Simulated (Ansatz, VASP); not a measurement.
## One calculation of H, two programs

INCAR

```
SYSTEM = H
  PREC = Accurate
  ENCUT = 520
  EDIFF = 1E-7
  ISMEAR = 0
  SIGMA = 0.05
  LREAL = .False.
  LASPH = .True.
  NELM = 100
  ALGO = Normal
  ISIF = 2
  LWAVE = .False.
  LCHARG = .False.
  GGA = PE
  NBANDS = 10
```

File KPOINTS:

```
Automatic mesh
0
Gamma
  9 9 6
  0 0 0
```

POSCAR

```
H
1.0
    3.6481239015      0.0000000000      0.0000000000
   -1.8240619507      3.1593679748      0.0000000000
    0.0000000000      0.0000000000      5.1728280887
H
4
Direct
    0.3333333333      0.6666666667      0.1764958800
    0.6666666667      0.3333333333      0.6764958800
    0.6666666667      0.3333333333      0.8235041200
    0.3333333333      0.6666666667      0.3235041200
```

Input for Ansatz:

```yaml
crystal:
  lattice:
    - [3.6481239015, 0.0, 0.0]
    - [-1.8240619507, 3.1593679748, 0.0]
    - [0.0, 0.0, 5.1728280887]
  atoms:
    - { symbol: H, position: [0.3333333333, 0.6666666667, 0.17649588] }
    - { symbol: H, position: [0.6666666667, 0.3333333333, 0.67649588] }
    - { symbol: H, position: [0.6666666667, 0.3333333333, 0.82350412] }
    - { symbol: H, position: [0.3333333333, 0.6666666667, 0.32350412] }
basis:
  ecutwfc: 420
kpoints:
  mp_grid: { grid: [9, 9, 6] }
hamiltonian:
  xc: pbe
scf:
  occupations: { method: gaussian, width: 0.05 }
output:
  forces: true
  stress: true
  eigenvalues: true
```

Change from the starting cell: strain -0.050 along x and y, +0.025 along z, atoms carried along.

Alike in both runs: task single point; functional PBE; k mesh 9 × 9 × 6; occupations gaussian, width 0.05 eV; no spin polarisation.

|  | VASP | Ansatz |
| --- | --- | --- |
| version | VASP 6.6.1 | Ansatz 0.2.0 |
| potentials or method | VASP PAW PBE potentials, release 64 (H) | scalar-relativistic, plane waves, PAW |
| plane-wave cutoff (eV) | 520 | 420 |
| valence electrons in the cell | 4 | 4 |

Ansatz gave:

- gap on the k mesh at the Fermi level (eV): 8.86
- least direct gap on the mesh (eV): 8.87
- pressure (GPa): -0.4
- largest component of the traceless stress (GPa): 0.91
- rms of the force components (eV/Å): 0.191

Question: Estimate VASP's values.

Answer: gap on the k mesh at the Fermi level (eV): 8.86; least direct gap on the mesh (eV): 8.87; pressure (GPa): -0.5; largest component of the traceless stress (GPa): 0.96; rms of the force components (eV/Å): 0.197.

Atom by atom the forces differ by 0.006 eV/Å (rms over components). The functional is the same, so the differences come from potentials, cutoffs and numerics.

Caveats: an odd mesh through Γ misses points on the zone boundary, where band edges often lie.
